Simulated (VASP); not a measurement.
**A VASP 6.6.1 single-point calculation on BeTe**

INCAR

```
NBANDS = 44
NSW = 0
PREC = Accurate
LWAVE = .FALSE.
ALGO = Normal
LASPH = .TRUE.
METAGGA = R2SCAN
ENCUT = 520
LCHARG = .FALSE.
LREAL = .FALSE.
NELM = 61
SIGMA = 0.01
EDIFF = 1E-7
ISMEAR = 0
IBRION = -1
ISIF = 2
```

KPOINTS

```
KPOINTS created by Atomic Simulation Environment
0
Gamma
8 8 8
0 0 0
```

POSCAR

```
Be Te
 1.0000000000000000
     0.0000000000000000    2.8286236254544539    2.8286236254544539
     2.8286236254544539    0.0000000000000000    2.8286236254544539
     2.8286236254544539    2.8286236254544539    0.0000000000000000
 Be  Te
   1   1
Cartesian
  0.0000000000000000  0.0000000000000000 -0.0000000000000000
  1.4143118127272269  1.4143118127272269  1.4143118127272269
```

The recommended PBE PAW datasets give the neutral cell 8 valence electrons.

Command

```
mpirun -np 1 vasp_std
```

OSZICAR

```
N       E                     dE             d eps       ncg     rms          rms(c)
DAV:   1     0.443543149156E+01    0.44354E+01   -0.27508E+03  2552   0.150E+02
DAV:   2    -0.307167312873E+02   -0.35152E+02   -0.32948E+02  3072   0.460E+01
DAV:   3    -0.317825345189E+02   -0.10658E+01   -0.10564E+01  3168   0.734E+00
DAV:   4    -0.317870343391E+02   -0.44998E-02   -0.44987E-02  3076   0.506E-01
DAV:   5    -0.317870701377E+02   -0.35799E-04   -0.35797E-04  3076   0.461E-02    0.454E+00
DAV:   6    -0.306827223387E+02    0.11043E+01   -0.11142E-01  2724   0.661E-01    0.318E+00
DAV:   7    -0.306853771209E+02   -0.26548E-02   -0.89166E-02  3056   0.514E-01    0.407E-01
DAV:   8    -0.306843413747E+02    0.10357E-02   -0.59564E-03  2984   0.109E-01    0.410E-01
DAV:   9    -0.306848405317E+02   -0.49916E-03   -0.37901E-04  3008   0.410E-02    0.183E-01
DAV:  10    -0.306849151967E+02   -0.74665E-04   -0.98712E-05  2936   0.223E-02    0.235E-02
DAV:  11    -0.306849144615E+02    0.73519E-06   -0.49215E-06  2960   0.428E-03    0.247E-03
DAV:  12    -0.306849142888E+02    0.17277E-06   -0.57946E-07  3172   0.160E-03    0.999E-03
DAV:  13    -0.306849146665E+02   -0.37770E-06   -0.89210E-08  2864   0.679E-04    0.326E-04
DAV:  14    -0.306849146482E+02    0.18321E-07   -0.17946E-09  1784   0.899E-05
   1 F= -.30684915E+02 E0= -.30684915E+02  d E =-.180037E-37
```

From OUTCAR

```
k-points           NKPTS =     29   k-points in BZ     NKDIM =     29   number of bands    NBANDS=     44

   NELECT =       8.0000    total number of electrons

   dimension x,y,z NGX =    30 NGY =   30 NGZ =   30
   dimension x,y,z NGXF=    60 NGYF=   60 NGZF=   60

  energy-cutoff  :      520.00
  volume of cell :       45.26
      direct lattice vectors                 reciprocal lattice vectors
     0.000000000  2.828623625  2.828623625    -0.176764415  0.176764415  0.176764415
     2.828623625  0.000000000  2.828623625     0.176764415 -0.176764415  0.176764415
     2.828623625  2.828623625  0.000000000     0.176764415  0.176764415 -0.176764415

 k-points in reciprocal lattice and weights: KPOINTS created by Atomic Simulation Env
   0.00000000  0.00000000  0.00000000       0.002
   0.12500000  0.00000000  0.00000000       0.016
   0.25000000  0.00000000  0.00000000       0.016
   0.37500000  0.00000000  0.00000000       0.016
   0.50000000  0.00000000  0.00000000       0.008
   0.12500000  0.12500000  0.00000000       0.012
   0.25000000  0.12500000  0.00000000       0.047
   0.37500000  0.12500000  0.00000000       0.047
   ...

 E-fermi :   4.8743

 k-point     1 :       0.0000    0.0000    0.0000
  band No.  band energies     occupation
      1      -7.9087      2.00000
      2       4.7868      2.00000
      3       4.7868      2.00000
      4       4.7868      2.00000
      5       8.8160      0.00000
      6       8.8160      0.00000
      7       8.8160      0.00000
      8       9.1911      0.00000
      9      13.8006      0.00000
     10      15.5065      0.00000
     11      15.5065      0.00000
     12      16.8493      0.00000
     13      16.8493      0.00000
     14      16.8493      0.00000
     15      20.5981      0.00000
     16      29.2370      0.00000
     17      29.2370      0.00000
     18      29.2370      0.00000
     19      30.7302      0.00000
     20      30.7302      0.00000
     21      30.7302      0.00000
     22      32.0813      0.00000
     23      32.0813      0.00000
     24      32.0813      0.00000
     25      32.8665      0.00000
     26      32.8665      0.00000
     27      40.0389      0.00000
     28      40.0389      0.00000
     29      40.0389      0.00000
     30      40.8736      0.00000
     31      42.7827      0.00000
     32      42.7827      0.00000
     33      42.7996      0.00000
     34      42.7996      0.00000
     35      42.7996      0.00000
     36      42.9682      0.00000
     37      47.4781      0.00000
     38      47.4781      0.00000
     39      47.4781      0.00000
     40      48.1840      0.00000
     41      48.1840      0.00000
     42      48.1840      0.00000
     43      49.5360      0.00000
     44      49.5395      0.00000

 ...

  Total        0.0487422      0.0487422      0.0487422     -0.0000000      0.0000000     -0.0000000
  in kB        1.7252841      1.7252841      1.7252841     -0.0000000      0.0000000     -0.0000000
  external PRESSURE =       1.7252841 kB  Pullay stress =       0.0000000 kB

 POSITION                                       TOTAL-FORCE (eV/Angst)
 -----------------------------------------------------------------------------------
      0.00000      0.00000      0.00000        -0.000000     -0.000000     -0.000000
      1.41431      1.41431      1.41431         0.000000      0.000000      0.000000
 -----------------------------------------------------------------------------------
    total drift:                                0.000000      0.000000      0.000000

  FREE ENERGIE OF THE ION-ELECTRON SYSTEM (eV)
  ---------------------------------------------------
  free  energy   TOTEN  =       -30.6849146482 eV

  energy  without entropy=      -30.6849146482  energy(sigma->0) =      -30.68491465
```

It converged. Results: gap between bands v and c on the k mesh 2.37 eV; least direct gap on the k mesh 4.03 eV; pressure 0.2 GPa. Band v is the last that the valence electrons fill when counted band by band, and c is the next.

For comparison, a separate r²SCAN run of the intended cell, on usual settings and not on those above, gives a gap of 2.37 eV on its mesh and a pressure of 0.2 GPa.

The run above took about 2.6 min on one core of a shared host (Intel Xeon Platinum 8488C) and held 0.19 GiB at most.
